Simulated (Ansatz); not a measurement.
The system is BaTiO3.

```
Ba Ti O
1.0
    -3.99980    0.00000    0.00000
     0.00000    0.00000   -4.01800
     0.00000   -7.99960    0.00000
Ba Ti O
2 2 6
Direct
  0.00144 0.02304 0.50759
  0.99856 0.97696 0.99241
  0.48033 0.56319 0.23580
  0.51967 0.47281 0.76420
  0.49380 0.96597 0.25815
  0.50620 0.00203 0.74185
  0.50761 0.49933 0.50744
  0.49239 0.47067 0.99256
  0.01522 0.48841 0.27113
  0.98478 0.48159 0.72887
```

* Program: Ansatz 0.2.0
* Task: relaxation of cell and atoms
* Functional: PBE
* Potentials or basis: Ansatz PAW
* Cutoff: 420 eV (not typed: the program's choice for these potentials)
* k mesh: 7 × 7 × 4
* Occupations: fermi-dirac, width 0.05 eV
* Spin: no spin polarisation

At the start: volume 12.86 Å³/atom.

Q: Where does the relaxation end?

A: It ends after 12 steps and the volume is 13.38 Å³/atom (+4.1 %); space group Cmc2_1 (No. 36, to 0.05 Å).

Step by step:
| step | energy change (eV) | largest force (eV/Å) | volume (Å³) |
| --- | --- | --- | --- |
| 1 | 0.0000 | 6.7241 | 128.56 |
| 2 | -1.4606 | 2.4479 | 134.24 |
| 3 | -1.6056 | 0.1281 | 125.64 |
| 4 | -1.7506 | 0.1413 | 134.05 |
| 5 | -1.7540 | 0.2030 | 133.76 |
| 6 | -1.7622 | 0.0107 | 133.19 |
| 7 | -1.7621 | 0.0040 | 133.24 |
| 8 | -1.7830 | 0.0040 | 133.24 |
| 9 | -1.7825 | 0.0060 | 133.68 |
| 10 | -1.7841 | 0.0061 | 133.68 |
| 11 | -1.7839 | 0.0010 | 133.78 |
| 12 | -1.7843 | 0.0010 | 133.78 |

Final structure:
```
CELL_PARAMETERS angstrom
-4.01690 0.00000 0.00475
0.00478 0.00000 -4.02013
0.00000 -8.28427 0.00000
ATOMIC_POSITIONS crystal
Ba 0.99640 0.99813 0.50737
Ba 0.00360 0.99067 0.00737
Ti 0.48436 0.51053 0.26587
Ti 0.51564 0.47827 0.76587
O 0.50832 0.98059 0.24499
O 0.49168 0.00821 0.74499
O 0.49942 0.49499 0.48686
O 0.50058 0.49381 0.98687
O 0.01327 0.48572 0.24491
O 0.98673 0.50308 0.74491
```

Caveat: the plane-wave basis is chosen anew once the cell has moved, so the energies of steps on either side of that aren't comparable; the pressure holds a Pulay correction of +0.5 GPa for the finite cutoff.
